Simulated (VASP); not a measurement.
# Te2Mo (P6_3/mmc) in VASP: single point with PBE

Aim: the single point of Te2Mo with PBE.

All numbers are computed with VASP 6.6.1; they aren't measurements. Logs are shortened: lines on timing, memory, paths and dates and some standing lists are left out, and cuts for length are marked.

**Measured values to compare with.**

“Broadband infrared study of pressure-tunable Fano resonance and metallization transition in 2H-MoTe2”, 2022, pmc:9569381 quotes, for a bulk crystal of Te2Mo at 300 K: band gap 0.88 ± 0.05 eV (indirect).

How close the calculation comes is told below.

**1. The structure**

The structure is hexagonal, space group P6_3/mmc (No. 194). Conventional cell: a = 3.518 Å, b = 3.518 Å, c = 13.974 Å, α = 90.00°, β = 90.00°, γ = 120.00°. Te (site symmetry 3m) is surrounded by 3 Mo at 2.72 Å. Mo (site symmetry -6m2) has 6 Te at 2.72 Å as nearest neighbours.

**2. Single point, PBE**

INCAR

```
SYSTEM = Te2Mo
ALGO = Normal
EDIFF = 1E-6
ENCUT = 520
GGA = PE
ISIF = 2
ISMEAR = -1
LASPH = .TRUE.
LCHARG = .FALSE.
LREAL = .FALSE.
LWAVE = .FALSE.
NBANDS = 35
NELM = 100
PREC = Accurate
SIGMA = 0.15
```

KPOINTS

```
k-points
0
G
  8 8 2
  0 0 0
```

POSCAR

```
Te2Mo
1.0
    3.5182000000      0.0000000000      0.0000000000
   -1.7591000000      3.0468510000      0.0000000000
    0.0000000000      0.0000000000     13.9736000000
Te Mo
4 2
Direct
    0.3333330000      0.6666670000      0.6210000000
    0.6666670000      0.3333330000      0.1210000000
    0.3333330000      0.6666670000      0.8790000000
    0.6666670000      0.3333330000      0.3790000000
    0.3333330000      0.6666670000      0.2500000000
    0.6666670000      0.3333330000      0.7500000000
```

Potentials or basis: VASP PAW PBE potentials, release 64 (Te, Mo_sv).

Started as:

```console
cat potpaw_PBE.64/Te/POTCAR potpaw_PBE.64/Mo_sv/POTCAR > POTCAR
mpirun -np 1 vasp_std > vasp.out
```

OUTCAR:

```text
SYSTEM = Te2Mo
   EDIFF = 1E-6
   ENCUT = 520
   GGA = PE
   ISIF = 2
   ISMEAR = -1
   LASPH = .TRUE.
   LREAL = .FALSE.
   NELM = 100
   PREC = Accurate

 ion  position               nearest neighbor table
   1  0.333  0.667  0.621-   6 2.72   6 2.72   6 2.72   3 3.61
   2  0.667  0.333  0.121-   5 2.72   5 2.72   5 2.72   4 3.61
   3  0.333  0.667  0.879-   6 2.72   6 2.72   6 2.72   1 3.61
   4  0.667  0.333  0.379-   5 2.72   5 2.72   5 2.72   2 3.61
   5  0.333  0.667  0.250-   2 2.72   4 2.72   2 2.72   4 2.72   2 2.72   4 2.72
   6  0.667  0.333  0.750-   1 2.72   3 2.72   1 2.72   3 2.72   1 2.72   3 2.72

  LATTYP: Found a hexagonal cell.
 ALAT       =     3.5182000000
 C/A-ratio  =     3.9718037633

  Lattice vectors:

 A1 = (   3.5182000000,   0.0000000000,   0.0000000000)
 A2 = (  -1.7591000000,   3.0468510000,   0.0000000000)
 A3 = (   0.0000000000,   0.0000000000,  13.9736000000)

Analysis of symmetry for initial positions (statically):
=====================================================================
 Subroutine PRICEL returns:
 Original cell was already a primitive cell.

 Routine SETGRP: Setting up the symmetry group for a
 hexagonal supercell.

 Subroutine GETGRP returns: Found 24 space group operations
 (whereof 12 operations were pure point group operations)
 out of a pool of 24 trial point group operations.

The static configuration has the point symmetry D_3d.
 The point group associated with its full space group is D_6h.

Analysis of symmetry for dynamics (positions and initial velocities):
=====================================================================
 Subroutine PRICEL returns:
 Original cell was already a primitive cell.

 Routine SETGRP: Setting up the symmetry group for a
 hexagonal supercell.

 Subroutine GETGRP returns: Found 24 space group operations
 (whereof 12 operations were pure point group operations)
 out of a pool of 24 trial point group operations.

The dynamic configuration has the point symmetry D_3d.
 The point group associated with its full space group is D_6h.

 Subroutine INISYM returns: Found 24 space group operations
 (whereof 12 operations are pure point group operations),
 and found     1 'primitive' translations

----------------------------------------------------------------------------------------

                                     Primitive cell

  volume of cell :     149.7890

  direct lattice vectors                    reciprocal lattice vectors
     3.518200000  0.000000000  0.000000000     0.284236257  0.164103857  0.000000000
    -1.759100000  3.046851000  0.000000000     0.000000000  0.328207713  0.000000000
     0.000000000  0.000000000 13.973600000     0.000000000  0.000000000  0.071563520

  length of vectors
     3.518200000  3.518200368 13.973600000     0.328207748  0.328207713  0.071563520

  position of ions in fractional coordinates (direct lattice)
     0.333333000  0.666667000  0.621000000
     0.666667000  0.333333000  0.121000000
     0.333333000  0.666667000  0.879000000
     0.666667000  0.333333000  0.379000000
     0.333333000  0.666667000  0.250000000
     0.666667000  0.333333000  0.750000000

  ion indices of the primitive-cell ions
   primitive index   ion index
                 1           1
                 2           2
                 3           3
                 4           4
                 5           5
                 6           6

----------------------------------------------------------------------------------------

 KPOINTS: k-points

Automatic generation of k-mesh.
 Grid dimensions read from file:
 generate k-points for:    8    8    2

 Generating k-lattice:

  Cartesian coordinates                     Fractional coordinates (reciprocal lattice)
     0.035529532  0.020512982  0.000000000     0.125000000 -0.000000000  0.000000000
     0.000000000  0.041025964  0.000000000     0.000000000  0.125000000  0.000000000
     0.000000000  0.000000000  0.035781760     0.000000000  0.000000000  0.500000000

  Length of vectors
     0.041025968  0.041025964  0.035781760

  Shift w.r.t. Gamma in fractional coordinates (k-lattice)
     0.000000000  0.000000000  0.000000000

 Subroutine IBZKPT returns following result:
 ===========================================

 Found     20 irreducible k-points:

 Following reciprocal coordinates:
            Coordinates               Weight
  0.000000  0.000000  0.000000      1.000000
  0.125000  0.000000  0.000000      6.000000
  0.250000  0.000000  0.000000      6.000000
  0.375000 -0.000000  0.000000      6.000000
  0.500000  0.000000  0.000000      3.000000
  0.125000  0.125000  0.000000      6.000000
[... 12 lines left out ...]
  0.250000  0.250000  0.500000      6.000000
  0.375000  0.250000  0.500000      6.000000
   k-points           NKPTS =     20   k-points in BZ     NKDIM =     20   number of bands    NBANDS=     35
   number of dos      NEDOS =    301   number of ions     NIONS =      6
   total plane-waves  NPLWV =  84672
   dimension x,y,z NGX =    28 NGY =   28 NGZ =  108
   dimension x,y,z NGXF=    56 NGYF=   56 NGZF=  216
   ions per type =               4   2
   NGX,Y,Z   is equivalent  to a cutoff of  13.23, 13.23, 12.85 a.u.
   NGXF,Y,Z  is equivalent  to a cutoff of  26.46, 26.46, 25.70 a.u.
 SYSTEM =  Te2Mo
   PREC   = accura    normal or accurate (medium, high low for compatibility)
   ISTART =      0    job   : 0-new  1-cont  2-samecut
   ICHARG =      2    charge: 1-file 2-atom 10-const
   ISPIN  =      1    spin polarized calculation?
   LNONCOLLINEAR =      F non collinear calculations
   LSORBIT =      F    spin-orbit coupling
   LASPH  =      T    aspherical Exc in radial PAW
   ENCUT  =  520.0 eV  38.22 Ry    6.18 a.u.   6.54  6.54 25.98*2*pi/ulx,y,z
   NELM   =    100;   NELMIN=  2; NELMDL= -5     # of ELM steps
   EDIFF  = 0.1E-05   stopping-criterion for ELM
   LREAL  =      F    real-space projection
   EDIFFG = 0.1E-04   stopping-criterion for IOM
   NSW    =      0    number of steps for IOM
   IBRION =     -1    ionic relax: 0-MD 1-quasi-New 2-CG
   NFREE  =      0    steps in history (QN), initial steepest desc. (CG)
   ISIF   =      2    stress and relaxation
   ISYM   =      2    0-nonsym 1-usesym 2-fastsym
   POTIM  = 0.5000    time-step for ionic-motion
   TEBEG  =    0.0;   TEEND  =   0.0 temperature during run
   PSTRESS=    0.0 pullay stress
   NELECT =      52.0000    total number of electrons
   NUPDOWN=      -1.0000    fix difference up-down
   EMIN   =  10.00;   EMAX   =-10.00  energy-range for DOS
   EFERMI =   0.00;   METHOD = LEGACY
   ISMEAR =    -1;   SIGMA  =   0.15  broadening in eV -4-tet -1-fermi 0-gaus
   EFERMI_NEDOS =   21; number of points for ismear=-14 and -15
   IALGO  =     38    algorithm
   IMIX   =      4    mixing-type and parameters
     AMIX     =   0.40;   BMIX     =  1.00
     AMIX_MAG =   1.60;   BMIX_MAG =  1.00
  volume/ion in A,a.u.               =      24.96       168.47
  Fermi-wavevector in a.u.,A,eV,Ry     =   1.150578  2.174276 18.011786  1.323829
  Thomas-Fermi vector in A             =   2.287241
   LORBIT       =      0    0 simple, 1 ext, 2 COOP (PROOUT), +10 PAW based schemes
   GGA     = PE    functional components
   LHFCALC =     F    Hartree Fock is set to
   AEXX    =    0.0000 exact exchange contribution
   IVDW    =     0    specifies the selected vdW correction
   LEPSILON=     F    determine dielectric tensor
   LRPA    =     F    only Hartree local field effects (RPA)
 non-spin polarized calculation
  energy-cutoff  :      520.00
  volume of cell :      149.79
 maximum number of plane-waves:      4095
 NGX is ok and might be reduce to    28
   NGX = 13   NGY = 13   NGZ = 51

 number of electron      51.9999997 magnetization

 Free energy of the ion-electron system (eV)
  ---------------------------------------------------
  ext. energy  EPLUGINS =         0.00000000
  ---------------------------------------------------
  free energy    TOTEN  =       -35.99349730 eV

  energy without entropy =      -35.95519319  energy(sigma->0) =      -35.97434525

 E-fermi :   8.5285     XC(G=0): -10.4430

 val. band max:        8.1570227679   @ k =   0.0000   0.0000   0.0000
 cond. band min:       8.9554603961   @ k =   0.2500   0.1250   0.0000
 fundamental gap:      0.7984376282
 Fermi energy:         8.5285135903

 k-point     1 :       0.0000    0.0000    0.0000
  band No.  band energies     occupation
      1     -52.6610      2.00000
      2     -52.6610      2.00000
      3     -26.8288      2.00000
      4     -26.8288      2.00000
      5     -26.7047      2.00000
      6     -26.7047      2.00000
[... 27 lines left out ...]
     34      11.5409      0.00000
     35      13.8576      0.00000

 k-point     2 :       0.1250    0.0000    0.0000
  band No.  band energies     occupation
      1     -52.6596      2.00000
      2     -52.6595      2.00000
      3     -26.8246      2.00000
      4     -26.8245      2.00000
      5     -26.7240      2.00000
      6     -26.7240      2.00000
[... 27 lines left out ...]
     34      11.4213      0.00000
     35      14.5226      0.00000

 k-point     3 :       0.2500    0.0000    0.0000
  band No.  band energies     occupation
      1     -52.6561      2.00000
      2     -52.6561      2.00000
      3     -26.8143      2.00000
      4     -26.8143      2.00000
      5     -26.7701      2.00000
      6     -26.7701      2.00000
[... 27 lines left out ...]
     34      11.7708      0.00000
     35      14.3500      0.00000

 k-point     4 :       0.3750   -0.0000    0.0000
  band No.  band energies     occupation
      1     -52.6526      2.00000
      2     -52.6526      2.00000
      3     -26.8159      2.00000
      4     -26.8159      2.00000
      5     -26.8040      2.00000
      6     -26.8040      2.00000
[... 27 lines left out ...]
     34      11.9607      0.00000
     35      12.5489      0.00000

 k-point     5 :       0.5000    0.0000    0.0000
  band No.  band energies     occupation
      1     -52.6512      2.00000
      2     -52.6512      2.00000
      3     -26.8347      2.00000
      4     -26.8347      2.00000
      5     -26.7997      2.00000
      6     -26.7997      2.00000
[... 486 lines left out ...]
 k-point    18 :       0.3750    0.1250    0.5000
  band No.  band energies     occupation
      1     -52.6512      2.00000
      2     -52.6512      2.00000
      3     -26.8246      2.00000
      4     -26.8246      2.00000
      5     -26.7997      2.00000
      6     -26.7997      2.00000
[... 27 lines left out ...]
     34      11.5085      0.00000
     35      12.8444      0.00000

 k-point    19 :       0.2500    0.2500    0.5000
  band No.  band energies     occupation
      1     -52.6512      2.00000
      2     -52.6512      2.00000
      3     -26.8109      2.00000
      4     -26.8108      2.00000
      5     -26.7997      2.00000
      6     -26.7997      2.00000
[... 27 lines left out ...]
     34      11.7840      0.00000
     35      13.5443      0.00000

 k-point    20 :       0.3750    0.2500    0.5000
  band No.  band energies     occupation
      1     -52.6502      2.00000
      2     -52.6501      2.00000
      3     -26.8126      2.00000
      4     -26.8126      2.00000
      5     -26.7967      2.00000
      6     -26.7967      2.00000
[... 27 lines left out ...]
     34      11.7361      0.00000
     35      13.1244      0.00000

------------------------ aborting loop because EDIFF is reached ----------------------------------------

  FORCE on cell =-STRESS in cart. coord.  units (eV):
  Direction    XX          YY          ZZ          XY          YZ          ZX
  --------------------------------------------------------------------------------------
  -------------------------------------------------------------------------------------
  Total        2.5449196      2.5449203      3.2012817     -0.0000000      0.0000000      0.0000000
  in kB       27.2210324     27.2210400     34.2416297     -0.0000000      0.0000000      0.0000000
  external PRESSURE =      29.5612341 kB  Pullay stress =       0.0000000 kB

 VOLUME and BASIS-vectors are now :
 -----------------------------------------------------------------------------
  energy-cutoff  :      520.00
  volume of cell :      149.79
      direct lattice vectors                 reciprocal lattice vectors
     3.518200000  0.000000000  0.000000000     0.284236257  0.164103857  0.000000000
    -1.759100000  3.046851000  0.000000000     0.000000000  0.328207713  0.000000000
     0.000000000  0.000000000 13.973600000     0.000000000  0.000000000  0.071563520

 POSITION                                       TOTAL-FORCE (eV/Angst)
 -----------------------------------------------------------------------------------
     -0.00000      2.03124      8.67761         0.000000      0.000000     -0.195365
      1.75910      1.01562      1.69081        -0.000000     -0.000000     -0.195365
     -0.00000      2.03124     12.28279        -0.000000      0.000000      0.195365
      1.75910      1.01562      5.29599         0.000000     -0.000000      0.195365
     -0.00000      2.03124      3.49340        -0.000000      0.000000      0.000000
      1.75910      1.01562     10.48020         0.000000     -0.000000      0.000000
 -----------------------------------------------------------------------------------
    total drift:                                0.000784     -0.000453      0.001069

  FREE ENERGIE OF THE ION-ELECTRON SYSTEM (eV)
  ---------------------------------------------------
  free  energy   TOTEN  =       -35.9934973029 eV

  energy  without entropy=      -35.9551931945  energy(sigma->0) =      -35.97434525
```

Run time: 2 min. Hardware: 1 thread of Intel Xeon Platinum 8488C (Sapphire Rapids), shared host; peak memory 0.32 GiB.

What came out:

```yaml
Free_energy: -35.9935 eV
Pressure: 3.0 GPa
Largest_force: 0.195 eV/Å
Band_gap_on_the_k_mesh: 0.80 eV, indirect (least direct gap 1.21 eV)
```

Forces on the atoms (eV/Å):
```
Te   0.000  0.000 -0.195
Te   0.000  0.000 -0.195
Te   0.000  0.000  0.195
Te   0.000  0.000  0.195
Mo   0.000  0.000  0.000
Mo   0.000  0.000  0.000
```

Stress tensor (GPa, compression positive):
```
2.72 0.00 0.00
0.00 2.72 0.00
0.00 0.00 3.42
```

Levels at points of the mesh, in eV from the valence-band top:
| k point | band 22 | band 23 | band 24 | band 25 | band 26 | band 27 | band 28 | band 29 | band 30 | band 31 |
| --- | --- | --- | --- | --- | --- | --- | --- | --- | --- | --- |
| (0.00, 0.00, 0.00) | -1.06 | -1.03 | -1.03 | -0.32 | 0.00 | 2.90 | 2.90 | 3.03 | 3.03 | 3.13 |
| (0.50, 0.00, 0.00) | -1.80 | -1.02 | -0.96 | -0.61 | -0.32 | 1.26 | 1.32 | 1.45 | 1.78 | 2.61 |
| (0.00, 0.00, 0.50) | -1.04 | -1.04 | -1.04 | -0.08 | -0.08 | 2.94 | 2.94 | 2.94 | 2.94 | 3.28 |
| (0.50, 0.00, 0.50) | -1.92 | -0.97 | -0.97 | -0.47 | -0.47 | 1.28 | 1.28 | 1.64 | 1.64 | 3.04 |

Caveat: spin-orbit coupling is left out, which moves the levels of the heavy elements; this functional lacks dispersion, which binds the layers, so the pressure and a relaxed spacing across them are unreliable.

**3. How close it comes**

Step 2. A measured gap of Te2Mo is 0.88 eV (indirect; 300 K; quoted in “Broadband infrared study of pressure-tunable Fano resonance and metallization transition in 2H-MoTe2”, 2022, pmc:9569381); the calculated 0.80 eV misses it by -0.08 eV. Spin-orbit coupling on Mo, Te is left out. The value is that of PBE on a finite k mesh, which can miss the band edges, without temperature or zero-point motion. Semilocal functionals fall short of measured gaps as a rule.
